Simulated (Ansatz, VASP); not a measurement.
## C: VASP beside Ansatz

```xyz
2
Lattice="0.0000 1.7858 1.7858 1.7858 0.0000 1.7858 1.7858 1.7858 0.0000" Properties=species:S:1:pos:R:3 pbc="T T T"
C     0.0000    0.0000    0.0000
C     0.8929    0.8929    0.8929
```

Alike in both runs: task relaxation of cell and atoms; functional PBE; k mesh 12 × 12 × 12; occupations gaussian, width 0.02 eV; no spin polarisation.

```csv
,VASP,Ansatz
version,VASP 6.6.1,Ansatz 0.2.0
potentials or method,"VASP PAW PBE potentials, release 64 (C)","scalar-relativistic, plane waves, PAW"
plane-wave cutoff (eV),600,420
valence electrons in the cell,8,8
```

|  | VASP | Ansatz | Ansatz less VASP |
| --- | --- | --- | --- |
| gap on the k mesh at the Fermi level, each at its own relaxed structure (eV) | 4.14 | 4.15 | +0.006 |
| relaxed volume (Å³/atom) | 5.70 | 5.70 | 0.000 |
| relaxed cell length with the largest relative difference (Å) | 2.526 | 2.526 | 0.0000 |

Caveats: the relaxation stopped at its first step, so nothing moved.
